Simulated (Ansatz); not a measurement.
ZnS, 2 atoms in the cell. The structure is cubic, space group F-43m (No. 216). Conventional cell: a = 5.404 Å, b = 5.404 Å, c = 5.404 Å, α = 90.00°, β = 90.00°, γ = 90.00°. Around Zn (site symmetry -43m) lie 4 S at 2.34 Å. S (site symmetry -43m) is surrounded by 4 Zn at 2.34 Å. 

```yaml
Program: Ansatz 0.2.0
Task: elastic constants
Functional: PBE
Potentials_or_basis: all-electron LAPW, scalar-relativistic
Cutoff: 303 eV (chosen from the basis error)
Basis_error_allowed: 0.001 eV/atom
k_mesh: 7 × 7 × 7
Occupations: fermi-dirac, width 0.05 eV
Spin: no spin polarisation
```

Potentials or basis: all-electron LAPW, scalar-relativistic.

Launch:

```bash
$ ansatz run input.yaml --threads 1 --pin off --max-ram 3072MiB --backend cpu --events-out ev --progress --plain --runs-dir out
```

Hardware: 1 thread of AMD EPYC 9R45 96-Core Processor (Zen 5) (shared host).

Problem. Estimate the wall time of this run.

Solution. Wall time 38 s on 1 thread of AMD EPYC 9R45 96-Core Processor (Zen 5) (shared host), peak memory 0.4 GiB. Counts: scf iterations 70, plane waves 459, k points 20, bands 21, ion steps 5.
